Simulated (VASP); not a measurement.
# PtS2 (P-3m1) in VASP: further runs, part 3 of 3

VASP 6.6.1.

**5. Born charges and dielectric tensor, PBE**

INCAR

```
PREC = Accurate
ENCUT = 520
EDIFF = 1E-8
ISMEAR = -1
SIGMA = 0.05
LREAL = False
LASPH = True
NELM = 80
ALGO = Normal
ISIF = 2
LWAVE = False
LCHARG = False
GGA = PE
LEPSILON = True
IBRION = 8
```

KPOINTS

```
Automatic mesh
0
Gamma
  9 9 5
```

POSCAR

```
PtS2
1.0
    3.5432000000      0.0000000000      0.0000000000
   -1.7716000000      3.0685012107      0.0000000000
    0.0000000000      0.0000000000      5.0388000000
Pt S
1 2
Direct
    0.0000000000      0.0000000000      0.0000000000
    0.6666666667      0.3333333333      0.7730000000
    0.3333333333      0.6666666667      0.2270000000
```

Potentials or basis: VASP PAW PBE potentials, release 64 (Pt, S).

On the command line:

```sh
cat potpaw_PBE.64/Pt/POTCAR potpaw_PBE.64/S/POTCAR > POTCAR
mpirun -np 1 vasp_std > vasp.out
```

OUTCAR:

```text
PREC = Accurate
   ENCUT = 520
   EDIFF = 1E-8
   ISMEAR = -1
   LREAL = False
   LASPH = True
   NELM = 80
   ISIF = 2
   GGA = PE
   LEPSILON = True
   IBRION = 8

 ion  position               nearest neighbor table
   1  0.000  0.000  0.000-   2 2.34   3 2.34   2 2.34   3 2.34   2 2.34   3 2.34
   2  0.667  0.333  0.773-   1 2.34   1 2.34   1 2.34
   3  0.333  0.667  0.227-   1 2.34   1 2.34   1 2.34

  LATTYP: Found a hexagonal cell.
 ALAT       =     3.5432000000
 C/A-ratio  =     1.4221043125

  Lattice vectors:

 A1 = (   3.5432000000,   0.0000000000,   0.0000000000)
 A2 = (  -1.7716000000,   3.0685012107,   0.0000000000)
 A3 = (   0.0000000000,   0.0000000000,   5.0388000000)

Analysis of symmetry for initial positions (statically):
=====================================================================
 Subroutine PRICEL returns:
 Original cell was already a primitive cell.

 Routine SETGRP: Setting up the symmetry group for a
 hexagonal supercell.

 Subroutine GETGRP returns: Found 12 space group operations
 (whereof 12 operations were pure point group operations)
 out of a pool of 24 trial point group operations.

The static configuration has the point symmetry D_3d.

Analysis of symmetry for dynamics (positions and initial velocities):
=====================================================================
 Subroutine PRICEL returns:
 Original cell was already a primitive cell.

 Routine SETGRP: Setting up the symmetry group for a
[... 716 lines left out ...]
 ion    1
    1     2.91896     0.00000     0.00000
    2     0.00000     2.91896     0.00000
    3     0.00000     0.00000    -0.58404
 ion    2
    1    -1.45948     0.00000     0.00000
    2     0.00000    -1.45948     0.00000
    3    -0.00000     0.00000     0.29202
 ion    3
    1    -1.45948     0.00000     0.00000
    2     0.00000    -1.45948     0.00000
    3     0.00000    -0.00000     0.29202

 INTERNAL STRAIN TENSOR FOR ION    3 for displacements in x,y,z  (eV/Angst):
          X           Y           Z          XY          YZ          ZX
  --------------------------------------------------------------------------------
  x     0.00000     0.00000     0.00000     8.46650     0.00000   -13.57334
  y     8.46650    -8.46650    -0.00000     0.00000   -14.58286     0.00000
  z   -15.45633   -15.45633   -14.30687     0.00000     0.00000     0.00000

 SECOND DERIVATIVES (NOT SYMMETRIZED)
 ------------------------------------
               1X          1Y          1Z          2X          2Y          2Z          3X          3Y          3Z
  1X   -20.329051    0.000000    0.000000   10.164526    0.000000    0.000000   10.164526    0.000000    0.000000
  1Y     0.000000  -20.329051    0.000000    0.000000   10.164526    0.000000    0.000000   10.164526    0.000000
  1Z     0.000000   -0.000000  -21.089413    0.000000    0.000000   10.544706    0.000000    0.000000   10.544706
  2X    10.161869    0.000000    0.000000  -11.729523    0.000000    0.000000    1.567653    0.000000    0.000000
  2Y     0.000000   10.161869    0.000000   -0.000000  -11.729523    0.000000    0.000000    1.567653    0.000000
  2Z     0.000000    0.000000   10.543346    0.000000    0.000000  -12.620964   -0.000000    0.000000    2.077618
  3X    10.161869    0.000000    0.000000    1.567653    0.000000    0.000000  -11.729523    0.000000    0.000000
  3Y     0.000000   10.161869    0.000000    0.000000    1.567653    0.000000   -0.000000  -11.729523    0.000000
  3Z     0.000000    0.000000   10.543346   -0.000000    0.000000    2.077618    0.000000    0.000000  -12.620964

 Eigenvectors and eigenvalues of the dynamical matrix
 ----------------------------------------------------

   1 f  =   10.584395 THz    66.503718 2PiTHz  353.057427 cm-1    43.773522 meV
             X         Y         Z           dx          dy          dz
      0.000000  0.000000  0.000000    -0.000000   -0.000000    0.000000
      1.771600  1.022834  3.894992    -0.000000   -0.000000   -0.707107
     -0.000000  2.045667  1.143808     0.000000    0.000000    0.707107
[... 43 lines left out ...]
   9 f/i=    0.000572 THz     0.003595 2PiTHz    0.019083 cm-1     0.002366 meV
             X         Y         Z           dx          dy          dz
      0.000000  0.000000  0.000000     0.782845   -0.373756   -0.000000
      1.771600  1.022834  3.894992     0.317431   -0.151552   -0.000000
     -0.000000  2.045667  1.143808     0.317431   -0.151552   -0.000000

--------------------------------------------------------------------------------------------------------

 MACROSCOPIC STATIC DIELECTRIC TENSOR IONIC CONTRIBUTION
 ------------------------------------------------------
           1.384502    -0.000000    -0.000000
          -0.000000     1.384502     0.000000
          -0.000000     0.000000     0.053427
 ------------------------------------------------------

 ELASTIC MODULI CONTR FROM IONIC RELAXATION (kBar)
 Direction    XX          YY          ZZ          XY          YZ          ZX
 --------------------------------------------------------------------------------
 XX       -1265.9787   -635.3563   -879.9680      0.0000    543.0984     -0.0000
 YY        -635.3563  -1265.9787   -879.9680     -0.0000   -543.0984      0.0000
 ZZ        -879.9680   -879.9680   -814.5263     -0.0000      0.0000      0.0000
 XY           0.0000     -0.0000     -0.0000   -315.3112     -0.0000    505.5014
 YZ         543.0984   -543.0984      0.0000     -0.0000   -935.4436      0.0000
 ZX          -0.0000      0.0000      0.0000    505.5014      0.0000   -810.4110
 --------------------------------------------------------------------------------

 PIEZOELECTRIC TENSOR IONIC CONTR  for field in x, y, z        (C/m^2)
          XX          YY          ZZ          XY          YZ          ZX
  --------------------------------------------------------------------------------
  x     0.00000    -0.00000    -0.00000    -0.00000    -0.00000     0.00000
  y    -0.00000    -0.00000    -0.00000     0.00000     0.00000    -0.00000
  z    -0.00000    -0.00000    -0.00000     0.00000     0.00000    -0.00000
```

OSZICAR:

```text
N       E                     dE             d eps       ncg     rms          rms(c)
DAV:   1     0.115665087546E+03    0.11567E+03   -0.10603E+04  1532   0.131E+03
DAV:   2    -0.114192358795E+02   -0.12708E+03   -0.12411E+03  1885   0.247E+02
DAV:   3    -0.166111031452E+02   -0.51919E+01   -0.51642E+01  1920   0.539E+01
DAV:   4    -0.166685435460E+02   -0.57440E-01   -0.57429E-01  1955   0.625E+00
[... 12 lines left out ...]
RMM:   9    -0.118665184751E+00    0.36314E-06    0.98709E-08  2488   0.391E-04    0.794E-05
RMM:  10    -0.118665556855E+00   -0.37210E-06   -0.53680E-08  2568   0.126E-04    0.325E-05
RMM:  11    -0.118665701635E+00   -0.14478E-06    0.44416E-08  2442   0.102E-04    0.102E-05
RMM:  12    -0.118665660776E+00    0.40859E-07    0.54660E-08  2592   0.516E-05    0.407E-06
RMM:  13    -0.118665664551E+00   -0.37751E-08    0.32615E-08  2361   0.436E-05    0.139E-06
 Linear response finished
```

stdout:

```text
POSCAR found type information on POSCAR PtS
 POSCAR found :  2 types and       3 ions
 scaLAPACK will be used
 LDA part: xc-table for (Slater+PW92), standard interpolation
 POSCAR, INCAR and KPOINTS ok, starting setup
 FFT: planning ... GRIDC
 FFT: planning ... GRID_SOFT
 FFT: planning ... GRID
 WAVECAR not read
[... 32 lines left out ...]
 first order change of Fermi-energy  -0.28602E-03
 force on displaced ion       1 direction 3 :  -0.000  -0.000 -21.089
 Born effective charge ion    1 direction 3 :   0.000  -0.000  -0.581
 Linear response progress:
 first order change of Fermi-energy  -0.12621E-04
 force on displaced ion       2 direction 1 : -11.730  -0.001  -0.000
 Born effective charge ion    2 direction 1 :  -1.458   0.000   0.000
 Linear response progress:
 first order change of Fermi-energy   0.52106E+00
 force on displaced ion       2 direction 3 :  -0.000  -0.000 -12.621
 Born effective charge ion    2 direction 3 :   0.000   0.000   0.282
 Born effective charges drift removed
 Linear response finished
```

Wall time 7.5 min (1 thread of Intel Xeon 6975P-C (Granite Rapids), shared host); peak memory 0.5 GiB.

What came out:

```
Band gap on the k mesh                                  : 1.03 eV, indirect (least direct gap 1.08 eV)
Electronic dielectric tensor (diagonal)                 : 18.14, 18.14, 9.58
Born charges (mean of the diagonal)                     : Pt +1.75; S -0.88 e
Highest phonon frequency at Γ, LO-TO splitting left out : 353 cm⁻¹
```

Levels at points of the mesh, in eV from the valence-band top:
| k point | band 7 | band 8 | band 9 | band 10 | band 11 | band 12 | band 13 | band 14 | band 15 |
| --- | --- | --- | --- | --- | --- | --- | --- | --- | --- |
| (0.00, 0.00, 0.00) | -3.97 | -1.79 | -1.14 | -1.14 | -0.12 | 2.46 | 2.46 | 4.80 | 5.78 |

Phonon frequencies in cm⁻¹ (negative: imaginary):
| q point | frequencies |
| --- | --- |
| (0.000, 0.000, 0.000) | 0 0 0 336 336 338 338 345 353 |

Electronic dielectric tensor:
```
18.14  0.00  0.00
 0.00 18.14  0.00
 0.00  0.00  9.58
```

Born effective charge tensors (e):
atom 1, Pt
```
 2.92  0.00  0.00
 0.00  2.92  0.00
 0.00  0.00 -0.58
```
atom 2, S
```
-1.46  0.00  0.00
 0.00 -1.46  0.00
 0.00  0.00  0.29
```
atom 3, S
```
-1.46  0.00  0.00
 0.00 -1.46  0.00
 0.00  0.00  0.29
```

Caveat: spin-orbit coupling is left out, which moves the levels of the heavy elements; an odd mesh through Γ misses points on the zone boundary, where band edges often lie.

**6. The runs side by side**

| task | level | potentials or basis | cell | k mesh | cutoff (eV) | gap on the mesh (eV) |
| --- | --- | --- | --- | --- | --- | --- |
| phonons | LDA | VASP PAW LDA potentials, release 64 (Pt, S) | relaxed | 7 × 7 × 4 | 600 | - |
| Born charges and dielectric tensor | LDA | VASP PAW LDA potentials, release 64 (Pt, S) | as given | 9 × 9 × 5 | 520 | 0.91 |
| phonons | PBE | VASP PAW PBE potentials, release 64 (Pt, S) | relaxed | 7 × 7 × 4 | 600 | - |
| Born charges and dielectric tensor | PBE | VASP PAW PBE potentials, release 64 (Pt, S) | as given | 9 × 9 × 5 | 520 | 1.03 |

Alike in all rows: no spin polarisation; smearing fermi-dirac 0.05 eV.

Caveats: spin-orbit coupling is left out, which moves the levels of the heavy elements (some runs); an odd mesh through Γ misses points on the zone boundary, where band edges often lie (some runs).

Total energies depend on the potentials used, so only differences within one code and one set of settings carry meaning.
